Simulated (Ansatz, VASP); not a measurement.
## Al: VASP beside Ansatz

```
Al
1.0
    -2.81442    0.00000    0.00000
    -1.40721   -2.43736    0.00000
     0.00000    0.00000   18.48209
Al
8
Direct
  0.00000 0.00000 0.50000
  0.00000 0.00000 0.00000
  0.33333 0.33333 0.12500
  0.33333 0.33333 0.62500
  0.00000 0.00000 0.25000
  0.00000 0.00000 0.75000
  0.66667 0.66667 0.37500
  0.66667 0.66667 0.87500
```

Alike in both runs: task single point; functional PBE; dispersion D3(BJ); k mesh 16 × 16 × 2; occupations gaussian, width 0.15 eV; no spin polarisation.

|  | VASP | Ansatz |
| --- | --- | --- |
| version | VASP 6.6.1 | Ansatz 0.2.0 |
| potentials or method | VASP PAW PBE potentials, release 64 (Al) | scalar-relativistic, plane waves, PAW |
| plane-wave cutoff (eV) | 520 | 420 |
| valence electrons in the cell | 24 | 24 |

```csv
,VASP,Ansatz,Ansatz less VASP
gap on the k mesh at the Fermi level (eV),none,none,-
pressure (GPa),0.0,0.0,0.00
largest component of the traceless stress (GPa),0.26,0.26,-0.003
```

A gap of «none» marks a metal or a gap that the smearing closes.

Caveats: pairwise dispersion overbinds metals, which lowers pressure and volume.
